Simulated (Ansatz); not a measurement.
An Ansatz input and the part of its output that reports the observables at the nuclei.

The cell is a COD entry, relaxed with PBE at fixed cell and then changed (volume scaled by 1.04, ions relaxed).

```yaml
crystal:
  lattice:
    - [7.694945672, 0.0, 0.0]
    - [-3.847472836, 6.6640184327, 0.0]
    - [0.0, 0.0, 2.9404925377]
  atoms:
    - { symbol: Si, position: [0.7673199105, 0.1735618873, 0.3256358181] }
    - { symbol: Si, position: [0.5937580233, 0.7673199105, 0.8256358181] }
    - { symbol: Si, position: [0.8264381127, 0.5937580233, 0.3256358181] }
    - { symbol: Si, position: [0.2326800895, 0.8264381127, 0.8256358181] }
    - { symbol: Si, position: [0.4062419767, 0.2326800895, 0.3256358181] }
    - { symbol: Si, position: [0.1735618873, 0.4062419767, 0.8256358181] }
    - { symbol: "N", position: [0.0293608823, 0.3297475823, 0.3256531517] }
    - { symbol: "N", position: [0.6996133, 0.0293608823, 0.8256531517] }
    - { symbol: "N", position: [0.6702524177, 0.6996133, 0.3256531517] }
    - { symbol: "N", position: [0.9706391177, 0.6702524177, 0.8256531517] }
    - { symbol: "N", position: [0.3003867, 0.9706391177, 0.3256531517] }
    - { symbol: "N", position: [0.3297475823, 0.3003867, 0.8256531517] }
    - { symbol: "N", position: [0.3333333333, 0.6666666667, -0.1744669093] }
    - { symbol: "N", position: [0.6666666667, 0.3333333333, 0.3255330907] }
kpoints:
  mp_grid: { grid: [4, 4, 10] }
scf:
  occupations: { method: fermi_dirac, width: 0.02 }
hamiltonian:
  xc: pbe
  pseudopotentials: { kind: paw, frozen_core: stored }
output:
  forces: true
  stress: true
  populations: true
  efg: { quadrupole_moments_barn: { "N": 0.02044 } }
  write_density: true
  write_potential: true
  elf: true
  volumetric_format: npy
relax:
  f_tol: 0.02
  max_steps: 60
```

```sh
ansatz run input.yaml --threads 1 --pin off --max-ram 3072MiB --backend cpu --events-out ev --progress --plain --runs-dir out
```

The run relaxes the ions first, and the block belongs to the relaxed positions.

Of the output, the block on the nuclei alone is shown; the set-up, the SCF iterations, energies, forces and stress are cut. One atom of each set with nearly equal values is shown.

```
--- PAW observables at the nuclei: V_zz in 10²¹ V/m², potentials from the cell's mean, atoms counted from 1 ---
  atom   1  Si V_zz =    +0.870665   η = 0.3153   by run symmetry: allowed
            electrostatic potential = -1359.186873 V   contact ρ = none
  atom   7  N  V_zz =    -5.497643   η = 0.0558   by run symmetry: allowed   C_q = -2.7171 MHz
            electrostatic potential = -515.456956 V   contact ρ = none
  atom  13  N  V_zz =    -5.467542   η = 0.0000   by run symmetry: allowed   C_q = -2.7023 MHz
            electrostatic potential = -515.831791 V   contact ρ = none
```

The relaxation (3 steps) took 25 s of wall time (24 s of CPU time) and 0.5 GiB at its peak, on 1 thread of AMD EPYC 9R14 (Zen 4) (x86_64; 16 cores open to the job, memory cap 3.0 GiB, no GPU), a shared host with a load of 0.2 a core.
